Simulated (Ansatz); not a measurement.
# Energy landscape near a Li structure

These are results of DFT PBE, scalar-relativistic, plane waves, PAW in Ansatz, not measurements.

Plane waves to 420 eV, a k mesh through Γ of 8×8×8 on the computed 4-atom cell and Gaussian smearing (0.10 eV); no spin polarisation.

Reference cell:

```xyz
4
Lattice="4.4544 0.0000 0.0000 0.0000 4.4544 0.0000 0.0000 0.0000 4.4544" Properties=species:S:1:pos:R:3 pbc="T T T"
Li    3.8957    0.5587    2.7859
Li    1.6685    1.6685    1.6685
Li    0.5587    2.7859    3.8957
Li    2.7859    3.8957    0.5587
```

Each variant moves atoms of this cell by the vectors given, if any (Å), and then applies a symmetric strain (tensor components, Cartesian axes). The reference cell isn't relaxed at this level. Energies are per atom at zero smearing, counted from the lowest variant. Pressure is positive in compression.

1. strain (xx yy zz yz xz xy, %) -3.31 -2.14 -2.87 0.36 -1.00 0.05; moves: Li1 (0.181, -0.108, -0.112); Li2 (-0.060, -0.209, 0.125); Li3 (0.039, 0.126, -0.166); Li4 (-0.160, 0.191, 0.153)
2. strain (xx yy zz yz xz xy, %) -1.06 0.88 8.91 0.00 0.00 -0.52; moves: Li1 (-0.036, -0.144, -0.051); Li2 (0.044, -0.126, 0.051); Li3 (-0.044, 0.126, 0.051); Li4 (0.036, 0.144, -0.051)
3. strain (xx yy zz yz xz xy, %) 0.15 0.43 1.04 -0.13 0.40 0.33; moves: Li1 (-0.097, -0.030, -0.109); Li2 (0.211, 0.083, -0.002); Li3 (-0.050, -0.053, 0.037); Li4 (-0.064, 0.000, 0.074)
4. strain (xx yy zz yz xz xy, %) -1.91 -1.18 -1.14 -0.25 -0.49 0.36; moves: Li1 (0.003, -0.018, 0.020); Li2 (0.011, 0.019, -0.006); Li3 (-0.032, -0.014, 0.009); Li4 (0.018, 0.013, -0.024)

```csv
result,ΔE (meV/atom),P (GPa),largest force (eV/Å)
A,0.0,0.44,0.09
B,76.1,1.44,0.83
C,18.6,0.05,0.52
D,20.7,-0.40,0.52
```

Task: Which variant gave which result?

Result: A is 4, B is 1, C is 3, D is 2. The pressure falls as the cell grows: from the smallest volume to the largest the variants are 1, 4, 3, 2.

This form isn't the element's structure at ambient conditions.